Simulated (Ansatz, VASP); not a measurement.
## NaH: VASP beside Ansatz

```
Na H
1.0
     0.00000    2.41783    2.41783
     2.41783    0.00000    2.41783
     2.41783    2.41783    0.00000
Na H
1 1
Direct
  0.00000 0.00000 0.00000
  0.50000 0.50000 0.50000
```

Change from the starting cell: volume scaled by 1.04.

Alike in both runs: task single point; functional PBEsol; k mesh 11 × 11 × 11; occupations fermi-dirac, width 0.02 eV; no spin polarisation.

```csv
,VASP,Ansatz
version,VASP 6.6.1,Ansatz 0.2.0
potentials or method,"VASP PAW PBE potentials, release 64 (Na_pv, H), cutoff 520 eV","all-electron LAPW, scalar-relativistic"
```

```csv
,VASP,Ansatz,Ansatz less VASP
gap on the k mesh at the Fermi level (eV),3.76,3.77,+0.002
pressure (GPa),-0.6,-0.6,+0.02
```

Ansatz ran all-electron here, so the differences hold the error of VASP's frozen core and of both bases.

Caveats: the PAW data sets were made with another functional, which shifts forces and pressure a little (VASP); an odd mesh through Γ misses points on the zone boundary, where band edges often lie.
